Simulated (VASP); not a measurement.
Write the native input for VASP 6.6.1 that does the following.

| Property | Result |
| --- | --- |
| Task | relaxation of cell and atoms |
| Functional | PBEsol |
| Potentials or basis | VASP PAW PBE potentials, release 64 (Ga_d, P) |
| Cutoff | 600 eV |
| k mesh | 8 × 8 × 8 |
| Occupations | gaussian, width 0.03 eV |
| Spin | no spin polarisation |
| Further INCAR settings | ALGO = Normal; EDIFF = 1e-06; IBRION = 2; EDIFFG = -0.01; NSW = 90; ISIF = 3 |

The structure of GaP lies in POSCAR:

```
GaP
1.0
    0.0000000000      2.7252500000      2.7252500000
    2.7252500000      0.0000000000      2.7252500000
    2.7252500000      2.7252500000      0.0000000000
Ga P
1 1
Direct
    0.0000000000      0.0000000000      0.0000000000
    0.2500000000      0.2500000000      0.2500000000
```

The input as run:

INCAR

```
PREC = Accurate ; ENCUT = 600
EDIFF = 1E-6 ; ISMEAR = 0
SIGMA = 0.03 ; LREAL = F
LASPH = T ; NELM = 80
ALGO = Normal ; ISIF = 3
LWAVE = F ; LCHARG = F
GGA = PS ; IBRION = 2
NSW = 90 ; EDIFFG = -0.01
```

KPOINTS

```
regular mesh
0
Gamma
  8 8 8
```

Potentials or basis: VASP PAW PBE potentials, release 64 (Ga_d, P).

The run is started by

```bash
$ cat potpaw_PBE.64/Ga_d/POTCAR potpaw_PBE.64/P/POTCAR > POTCAR
$ mpirun -np 1 vasp_std > vasp.out
```

Results of the run:

```yaml
Relaxed_volume: 20.09 Å³/atom
Relaxed_cell: a = 3.844 Å, b = 3.844 Å, c = 3.844 Å, α = 60.00°, β = 60.00°, γ = 60.00°
Space_group_after_relaxing_to_0.05_Å: F-43m (No. 216)
Energy_gained_by_relaxing: 0.3 meV/atom
Ionic_steps: 3
Pressure_after_relaxing: 0.0 GPa
Band_gap_on_the_k_mesh: 1.50 eV, indirect (least direct gap 1.81 eV)
```

Caveat: the PAW data sets were made with another functional, which shifts forces and pressure a little.

Run time: 28 s on 1 thread of Intel(R) Xeon(R) Platinum 8259CL CPU @ 2.50GHz (Skylake/Cascade Lake), with other jobs on the host, peak memory 0.19 GiB.
